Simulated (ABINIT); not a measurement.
A run of ABINIT 10.8.3 (patched build):

File run.abi:

```
# Pseudopotentials
pp_dirpath "./"
pseudos "Te.upf, Sn.upf"

# Structure
acell 4.455974803 4.455974803 4.455974803 Angstrom
rprim
     0.0000000000     0.7071067812     0.7071067812
     0.7071067812     0.0000000000     0.7071067812
     0.7071067812     0.7071067812     0.0000000000
ntypat 2
znucl 52 50
natom 2
typat 1 2
xred
     0.5000000000     0.5000000000     0.5000000000
     0.0000000000     0.0000000000     0.0000000000

# Plane-wave basis
ecut 34.0

# k points
kptopt 1
ngkpt 5 5 5
nshiftk 1
shiftk 0.0 0.0 0.0

# Exchange and correlation
ixc -116133

# Bands and occupations
nband 19
occopt 3
tsmear 0.05 eV

# SCF cycle
nstep 100
tolvrs 1.0e-10

# Output
iomode 3
prtwf 0
prtden 0
prteig 0
prtebands 0
enunit 2
```

Potentials or basis: PseudoDojo NC SR PBEsol v0.4.1 standard.

Command:

```console
$ abinit run.abi > log 2>&1
```

Hardware: 1 thread of Intel(R) Xeon(R) 6975P-C (Granite Rapids), with other jobs on the host.

Estimate the wall time of this run.

It took 19 s on 1 thread of Intel(R) Xeon(R) 6975P-C (Granite Rapids) (shared host), peak memory 0.1 GiB. Counts: scf iterations 10, k points 10, bands 19, plane waves 4006.
